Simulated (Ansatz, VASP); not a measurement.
# Mg in VASP and in Ansatz

```
CELL_PARAMETERS angstrom
3.18776 0.00000 0.00000
-1.59388 2.76068 0.00000
0.00000 0.00000 5.17533
ATOMIC_POSITIONS crystal
Mg 0.66667 0.33333 0.75000
Mg 0.33333 0.66667 0.25000
```

Change from the starting cell: volume scaled by 0.98.

Alike in both runs: task single point; functional PBE; k mesh 10 × 10 × 5; occupations fermi-dirac, width 0.05 eV; no spin polarisation.

```csv
,VASP,Ansatz
version,VASP 6.6.1,Ansatz 0.2.0
potentials or method,"VASP PAW PBE potentials, release 64 (Mg)",Ansatz PAW
plane-wave cutoff (eV),520,420
valence electrons in the cell,4,20
```

```tsv
	VASP	Ansatz	Ansatz less VASP
gap on the k mesh at the Fermi level (eV)	none	none	-
pressure (GPa)	0.2	0.3	+0.13
largest component of the traceless stress (GPa)	0.75	0.75	0.000
```

A gap of «none» marks a metal or a gap that the smearing closes. The functional is the same, so the differences come from potentials, cutoffs and numerics. The two sets of potentials don't hold the same shells in valence.
